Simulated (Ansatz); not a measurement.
# TaH3: energies, forces and stress near the listed structure

How do energy, forces, pressure and gap of TaH3 change under swapped elements? Each case is one self-consistent run.

Program: Ansatz 0.2.0. Level of theory: DFT PBEsol, scalar-relativistic, plane waves, PAW. These are calculated values, not measurements.

**1. Starting point**

Symmetry: Pm-3m, No. 221, cubic system. Conventional cell: a = 3.141 Å, b = 3.141 Å, c = 3.141 Å, α = 90.00°, β = 90.00°, γ = 90.00°. Around Ta (site symmetry m-3m) lie 12 H at 2.22 Å. Around H (site symmetry 4/mmm) lie 4 Ta at 2.22 Å and 8 H at 2.22 Å.

Structure file:

```xyz
4
Lattice="3.1409 0.0000 0.0000 0.0000 3.1409 0.0000 0.0000 0.0000 3.1409" Properties=species:S:1:pos:R:3 pbc="T T T"
Ta    0.0000    0.0000    0.0000
H     0.0000    1.5704    1.5704
H     1.5704    0.0000    1.5704
H     1.5704    1.5704    0.0000
```

It was made, by the change told below, from a structure of the Materials Project.

**2. One element swapped, cell strained: Hf → Ta, first probe**

The structure above already holds this change against its source: Ta takes all sites of Hf, and lengths are scaled by 0.989 as a first guess of the size; strain xx, yy, zz, yz, xz, xy = +3.0, +3.0, +3.0, +0.0, +0.0, +0.0 %.

input.yaml

```yaml
crystal:
  lattice:
    - [3.1408856674, 0.0, 0.0]
    - [0.0, 3.1408856674, 0.0]
    - [0.0, 0.0, 3.1408856674]
  atoms:
    - { symbol: Ta, position: [0.0, 0.0, 0.0] }
    - { symbol: H, position: [0.0, 0.5, 0.5] }
    - { symbol: H, position: [0.5, 0.0, 0.5] }
    - { symbol: H, position: [0.5, 0.5, 0.0] }
basis:
  ecutwfc: 420
kpoints:
  mp_grid: { grid: [6, 6, 6] }
hamiltonian:
  xc: pbesol
scf:
  occupations: { method: gaussian, width: 0.1 }
output:
  forces: true
  stress: true
  eigenvalues: true
```

**3. Substitution of an element, cell strained: Hf → Ta**

Changes to input.yaml since step 2:

```diff
@@ -13,3 +13,3 @@
 kpoints:
-  mp_grid: { grid: [6, 6, 6] }
+  mp_grid: { grid: [14, 14, 14] }
 hamiltonian:
```

**Question.** What will these runs give? Wanted: for each run, case; energy; pressure; largest force.

The runs gave:

| step | case | energy (meV/atom) | pressure (GPa) | largest force (eV/Å) | gap on the mesh (eV) |
| --- | --- | --- | --- | --- | --- |
| 3 | substitution of an element, cell strained: Hf → Ta | +0.0 | -23.8 | 0.00 | 0.00 |

Energies are counted from step 3, with the smearing taken to zero. A gap of 0.00 means none on the mesh at this level.

What this shows: Spin-orbit coupling is left out for Ta.
